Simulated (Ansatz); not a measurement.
# GaN: the band gap up the ladder of functionals

One table from this session's results is given with a row withheld; the runs are named, their logs left out.

Code: Ansatz 0.2.0. PAW datasets, plane waves. Computed at 0 K without zero-point motion; spin polarisation is off.

## Starting point

The cell was relaxed beforehand with r2SCAN.

It is cubic, Fm-3m (No. 225); a = 4.217 Å in the conventional setting, 9.37 Å³ an atom. Around Ga lie 6 N at 2.11 Å; around N lie 6 Ga at 2.11 Å.

Coordinates:

```cif
data_structure
_symmetry_space_group_name_H-M 'Fm-3m'
_symmetry_Int_Tables_number 225
_cell_length_a 4.2170
_cell_length_b 4.2170
_cell_length_c 4.2170
_cell_angle_alpha 90.000
_cell_angle_beta 90.000
_cell_angle_gamma 90.000
_cell_volume 74.99
loop_
_atom_site_label
_atom_site_type_symbol
_atom_site_symmetry_multiplicity
_atom_site_Wyckoff_symbol
_atom_site_fract_x
_atom_site_fract_y
_atom_site_fract_z
_atom_site_occupancy
Ga1 Ga 4 b 0.50000 0.00000 0.00000 1
N1 N 4 a 0.00000 0.00000 0.00000 1
```

Set-up of the first run:

input.yaml reads:

```yaml
crystal:
  lattice:
    - [0.0, 2.1085153661, 2.1085153661]
    - [2.1085153661, 0.0, 2.1085153661]
    - [2.1085153661, 2.1085153661, 0.0]
  atoms:
    - { symbol: Ga, position: [0.5, 0.5, 0.5] }
    - { symbol: "N", position: [0.0, 0.0, 0.0] }
kpoints:
  mp_grid: { grid: [10, 10, 10] }
  band_path:
    path:
      - [[0.0, 0.0, 0.0], [0.5, 1.246043186002e-34, 0.5], [0.625, 0.25, 0.625]]
      - [[0.375, 0.375, 0.75], [0.0, 0.0, 0.0], [0.5, 0.5, 0.5], [0.5, 0.25, 0.75], [0.5, 1.246043186002e-34, 0.5]]
    npoints: 10
hamiltonian:
  xc: pbe
scf:
  occupations: { method: fermi_dirac, width: 0.02 }
  n_extra_bands: 4
output:
  forces: true
  stress: true
  eigenvalues: true
```

Run with:

```
$ ansatz run input.yaml --threads 2 --pin off --max-ram 2211MiB --backend cpu --events-out ev --progress --plain --runs-dir out
```

Steps of the session up to this table: PBE band path; r2SCAN; Single point with HSE06; Single point with PBE+SOC; Single point with PBE0; Single point with LDA; Quasiparticle levels, G0W0@PBE; G0W0 on PBE; DDH-PBE0; HSE06+SOC at the same geometry; Single point with Hartree-Fock; r2SCAN0.

One table of the session follows, with a row left open; its other results are not shown here.

| level | gap (eV) |
| --- | --- |
| PBE | 0.64 |
| r2SCAN | 1.16 |
| HSE06 | 1.90 |
| PBE+SOC | 0.63 |
| PBE0 | 2.59 |
| LDA | ? |
| G0W0@PBE (55 empty bands) | 1.46 |
| G0W0@PBE (138 empty bands) | 1.36 |
| DDH-PBE0 | 1.58 |
| HSE06+SOC | 1.89 |
| Hartree-Fock | 9.51 |
| r2SCAN0 | 2.98 |

Estimate the missing values for LDA.

The run gave: gap (eV): 0.43. In the column «gap (eV)» it is the lowest.

Meshes: PBE 10×10×10, r2SCAN 10×10×10, HSE06 8×8×8, PBE+SOC 10×10×10, PBE0 8×8×8, LDA 10×10×10, DDH-PBE0 8×8×8, HSE06+SOC 6×6×6, Hartree-Fock 8×8×8, r2SCAN0 8×8×8

LDA gives the least gap, 0.43 eV, and Hartree-Fock the largest, 9.51 eV. Against G0W0@PBE, PBE is short by 0.72 eV, at 47 % of it, and r2SCAN 85 %. PBE0 lies 0.70 eV above HSE06, which differs from it by screening the long-range exchange. Hartree-Fock lies above G0W0@PBE by 8.1 eV. G0W0 here is at a finite number of bands, screening cutoff and k mesh, not at the basis limit.

Limits of these values: Warnings in the runs' records: stress scf threshold loose, stress exchange threshold loose.
